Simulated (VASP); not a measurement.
Ni:

```
Ni
1.0
     2.44802    0.00000    0.00000
    -1.22401    2.12005    0.00000
     0.00000    0.00000    4.07281
Ni
2
Direct
  0.66667 0.33333 0.75000
  0.33333 0.66667 0.25000
```

This isn't the form of Ni at room conditions, which is fcc.

| Quantity | Value |
| --- | --- |
| Program | VASP 6.6.1 |
| Task | single point |
| Functional | PBEsol |
| Potentials or basis | VASP PAW PBE potentials, release 64 (Ni) |
| Cutoff | 520 eV |
| k mesh | 12 × 12 × 7 |
| Occupations | fermi-dirac, width 0.05 eV |
| Spin | collinear spin, ferromagnetic start |
| Starting moments | [1.0, 1.0] μB |

On this cell: pressure -3.1 GPa; largest force under 0.003 eV/Å; net moment 1.27 μB per cell; site moments Ni +0.64 μB; band gap on the k mesh none (metal or under the smearing width).

The same run follows on a disturbed copy (atoms moved at random, drawn with an rms of 0.05 Å):

```
CELL_PARAMETERS angstrom
2.44802 0.00000 0.00000
-1.22401 2.12005 0.00000
0.00000 0.00000 4.07281
ATOMIC_POSITIONS crystal
Ni 0.67277 0.33548 0.75541
Ni 0.34218 0.65836 0.24447
```

Question: What does the disturbed cell give?

Answer: The energy (extrapolated to zero smearing) moves by +4.8 meV/atom; pressure -2.8 GPa; largest force 0.402 eV/Å; net moment 1.27 μB per cell; site moments Ni +0.64 μB; band gap on the k mesh none (metal or under the smearing width).

Forces on the atoms (eV/Å):
```
Ni   0.040 -0.042 -0.398
Ni  -0.040  0.042  0.398
```

Stress tensor (GPa, compression positive):
```
-1.24 -0.29 -0.10
-0.29 -1.89  0.11
-0.10  0.11 -5.18
```

Caveats: the PAW data sets were made with another functional, which shifts forces and pressure a little.
